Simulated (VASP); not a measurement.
# SnSe (Fm-3m) in VASP: notebook, part 2 of 2

VASP 6.6.1.

## (4) Band structure, TB-mBJ

POSCAR reads:

```
SnSe
1.0
    0.0000000000      3.0100000000      3.0100000000
    3.0100000000      0.0000000000      3.0100000000
    3.0100000000      3.0100000000      0.0000000000
Sn Se
1 1
Direct
    0.0000000000      0.0000000000      0.0000000000
    0.5000000000      0.5000000000      0.5000000000
```

INCAR.step1 reads:

```
SYSTEM = SnSe
PREC     = Accurate       ! precision mode
ENCUT    = 520            ! plane-wave cutoff, eV
EDIFF    = 1E-5           ! SCF threshold, eV
ISMEAR   = 0              ! smearing method
SIGMA    = 0.02           ! smearing width, eV
LREAL    = .FALSE.        ! projectors in reciprocal space
LASPH    = .TRUE.         ! aspherical terms in the spheres
NELM     = 100            ! most SCF steps
ALGO     = Normal         ! electronic algorithm
ISIF     = 2              ! what is computed and relaxed
LWAVE    = .TRUE.         ! write WAVECAR
LCHARG   = .FALSE.        ! write CHGCAR
NBANDS   = 17             ! bands
GGA      = PE             ! functional
```

INCAR.step2 reads:

```
SYSTEM = SnSe
PREC     = Accurate       ! precision mode
ENCUT    = 520            ! plane-wave cutoff, eV
EDIFF    = 1E-6           ! SCF threshold, eV
ISMEAR   = 0              ! smearing method
SIGMA    = 0.02           ! smearing width, eV
LREAL    = .FALSE.        ! projectors in reciprocal space
LASPH    = .TRUE.         ! aspherical terms in the spheres
NELM     = 100            ! most SCF steps
ALGO     = Normal         ! electronic algorithm
ISIF     = 2              ! what is computed and relaxed
LWAVE    = .FALSE.        ! write WAVECAR
LCHARG   = .FALSE.        ! write CHGCAR
METAGGA  = MBJ            ! meta-GGA
NBANDS   = 17             ! bands
ISTART   = 1
```

KPOINTS reads:

```
regular mesh
0
G
  8 8 8
  0 0 0
```

KPOINTS_OPT reads:

```
path GXWKGLUWLK,UX
10
line-mode
reciprocal
 0.0000000000  0.0000000000  0.0000000000  G
 0.5000000000  0.0000000000  0.5000000000  X

 0.5000000000  0.0000000000  0.5000000000  X
 0.5000000000  0.2500000000  0.7500000000  W

 0.5000000000  0.2500000000  0.7500000000  W
 0.3750000000  0.3750000000  0.7500000000  K

 0.3750000000  0.3750000000  0.7500000000  K
 0.0000000000  0.0000000000  0.0000000000  G

 0.0000000000  0.0000000000  0.0000000000  G
 0.5000000000  0.5000000000  0.5000000000  L

 0.5000000000  0.5000000000  0.5000000000  L
 0.6250000000  0.2500000000  0.6250000000  U

 0.6250000000  0.2500000000  0.6250000000  U
 0.5000000000  0.2500000000  0.7500000000  W

 0.5000000000  0.2500000000  0.7500000000  W
 0.5000000000  0.5000000000  0.5000000000  L

 0.5000000000  0.5000000000  0.5000000000  L
 0.3750000000  0.3750000000  0.7500000000  K

 0.6250000000  0.2500000000  0.6250000000  U
 0.5000000000  0.0000000000  0.5000000000  X
```

Potentials or basis: VASP PAW PBE potentials, release 64 (Sn_d, Se).

On the command line:

```bash
$ cat potpaw_PBE.64/Sn_d/POTCAR potpaw_PBE.64/Se/POTCAR > POTCAR
$ cp INCAR.step1 INCAR
$ mpirun -np 1 vasp_std > vasp.out
$ cp INCAR.step2 INCAR
$ mpirun -np 1 vasp_std > vasp.out
```

OUTCAR:

```text
SYSTEM = SnSe
   PREC = Accurate
   ENCUT = 520
   EDIFF = 1E-6
   ISMEAR = 0
   LREAL = .FALSE.
   LASPH = .TRUE.
   NELM = 100
   ISIF = 2
   METAGGA = MBJ
   ISTART = 1

 ion  position               nearest neighbor table
   1  0.000  0.000  0.000-   2 3.01   2 3.01   2 3.01   2 3.01   2 3.01   2 3.01
   2  0.500  0.500  0.500-   1 3.01   1 3.01   1 3.01   1 3.01   1 3.01   1 3.01

  LATTYP: Found a face centered cubic cell.
 ALAT       =     6.0200000000

  Lattice vectors:
[... 667 lines left out ...]
 [... further k-points ...]

------------------------ aborting loop because EDIFF is reached ----------------------------------------

  FORCE on cell =-STRESS in cart. coord.  units (eV):
  Direction    XX          YY          ZZ          XY          YZ          ZX
  --------------------------------------------------------------------------------------
  -------------------------------------------------------------------------------------
  Total      -79.6402883    -79.6402883    -79.6402883      0.0000000      0.0000000      0.0000000
  in kB    -2339.4508394  -2339.4508394  -2339.4508394      0.0000000      0.0000000      0.0000000
  external PRESSURE =   -2339.4508394 kB  Pullay stress =       0.0000000 kB

 VOLUME and BASIS-vectors are now :
 -----------------------------------------------------------------------------
  energy-cutoff  :      520.00
  volume of cell :       54.54
      direct lattice vectors                 reciprocal lattice vectors
     0.000000000  3.010000000  3.010000000    -0.166112957  0.166112957  0.166112957
     3.010000000  0.000000000  3.010000000     0.166112957 -0.166112957  0.166112957
     3.010000000  3.010000000  0.000000000     0.166112957  0.166112957 -0.166112957

 POSITION                                       TOTAL-FORCE (eV/Angst)
 -----------------------------------------------------------------------------------
      0.00000      0.00000      0.00000        -0.000000     -0.000000      0.000000
      3.01000      3.01000      3.01000         0.000000      0.000000     -0.000000
 -----------------------------------------------------------------------------------
    total drift:                                0.000000     -0.000000     -0.000000

  FREE ENERGIE OF THE ION-ELECTRON SYSTEM (eV)
  ---------------------------------------------------
  free  energy   TOTEN  =       418.3616566295 eV

  energy  without entropy=      418.3616566295  energy(sigma->0) =      418.36165663
```

OUTCAR.step1:

```text
SYSTEM = SnSe
   PREC = Accurate
   ENCUT = 520
   EDIFF = 1E-5
   ISMEAR = 0
   LREAL = .FALSE.
   LASPH = .TRUE.
[... 702 lines left out ...]
      0.00000      0.00000      0.00000         0.000000      0.000000     -0.000000
      3.01000      3.01000      3.01000        -0.000000     -0.000000      0.000000
 -----------------------------------------------------------------------------------
    total drift:                                0.000000     -0.000000     -0.000000

  FREE ENERGIE OF THE ION-ELECTRON SYSTEM (eV)
  ---------------------------------------------------
  free  energy   TOTEN  =        -8.2189454708 eV

  energy  without entropy=       -8.2189454708  energy(sigma->0) =       -8.21894547
```

Wall time 2.9 min (1 thread of AMD EPYC 7R13 (Zen 3), shared host); peak memory 0.17 GiB.

Results:

- Band gap on the k mesh: 0.20 eV, direct
- Band gap along the path: 0.12 eV, indirect (least direct gap 0.20 eV)

Levels at the corners of the path, in eV from the valence-band top:
| point | band 7 | band 8 | band 9 | band 10 | band 11 | band 12 | band 13 | band 14 |
| --- | --- | --- | --- | --- | --- | --- | --- | --- |
| Γ | -5.16 | -2.83 | -2.83 | -2.83 | 4.17 | 4.17 | 4.18 | 5.57 |
| X | -6.19 | -5.87 | -4.17 | -4.17 | 2.96 | 5.17 | 5.17 | 5.82 |
| X | -6.19 | -5.87 | -4.17 | -4.17 | 2.96 | 5.17 | 5.17 | 5.82 |
| W | -7.17 | -5.15 | -5.14 | -1.37 | 1.33 | 4.57 | 4.57 | 7.07 |
| W | -7.17 | -5.15 | -5.14 | -1.37 | 1.33 | 4.57 | 4.57 | 7.07 |
| K | -7.27 | -5.48 | -3.71 | -2.85 | 3.03 | 3.31 | 5.14 | 5.18 |
| K | -7.27 | -5.48 | -3.71 | -2.85 | 3.03 | 3.31 | 5.14 | 5.18 |
| Γ | -5.16 | -2.83 | -2.83 | -2.83 | 4.17 | 4.17 | 4.18 | 5.57 |
| Γ | -5.16 | -2.83 | -2.83 | -2.83 | 4.17 | 4.17 | 4.18 | 5.57 |
| L | -8.34 | -2.60 | -2.60 | 0.00 | 0.20 | 1.01 | 1.01 | 8.40 |
| L | -8.34 | -2.60 | -2.60 | 0.00 | 0.20 | 1.01 | 1.01 | 8.40 |
| U | -7.27 | -5.48 | -3.71 | -2.85 | 3.03 | 3.31 | 5.14 | 5.18 |
| U | -7.27 | -5.48 | -3.71 | -2.85 | 3.03 | 3.31 | 5.14 | 5.18 |
| W | -7.17 | -5.15 | -5.14 | -1.37 | 1.33 | 4.57 | 4.57 | 7.07 |
| W | -7.17 | -5.15 | -5.14 | -1.37 | 1.33 | 4.57 | 4.57 | 7.07 |
| L | -8.34 | -2.60 | -2.60 | 0.00 | 0.20 | 1.01 | 1.01 | 8.40 |
| L | -8.34 | -2.60 | -2.60 | 0.00 | 0.20 | 1.01 | 1.01 | 8.40 |
| K | -7.27 | -5.48 | -3.71 | -2.85 | 3.03 | 3.31 | 5.14 | 5.18 |
| U | -7.27 | -5.48 | -3.71 | -2.85 | 3.03 | 3.31 | 5.14 | 5.18 |
| X | -6.19 | -5.87 | -4.17 | -4.17 | 2.96 | 5.17 | 5.17 | 5.82 |

Caveat: the PAW data sets were made with another functional, which shifts forces and pressure a little; spin-orbit coupling is left out, which moves the levels of the heavy elements; the mesh misses the band edges, which the band path finds closer together.

## (5) The runs side by side

```csv
level,potentials or basis,pressure (GPa)
LDA,"VASP PAW LDA potentials, release 64 (Sn_d, Se)",-3.3
r2SCAN,"VASP PAW PBE potentials, release 64 (Sn_d, Se)",-0.1
TB-mBJ,"VASP PAW PBE potentials, release 64 (Sn_d, Se)",-
```

Alike in all rows: task band structure; no spin polarisation; cell as given; k mesh 8 × 8 × 8; cutoff (eV) 520; smearing gaussian 0.02 eV.

Caveats: spin-orbit coupling is left out, which moves the levels of the heavy elements; the PAW data sets were made with another functional, which shifts forces and pressure a little (some runs); the mesh misses the band edges, which the band path finds closer together (some runs).

Total energies depend on the potentials used, so only differences within one code and one set of settings carry meaning.
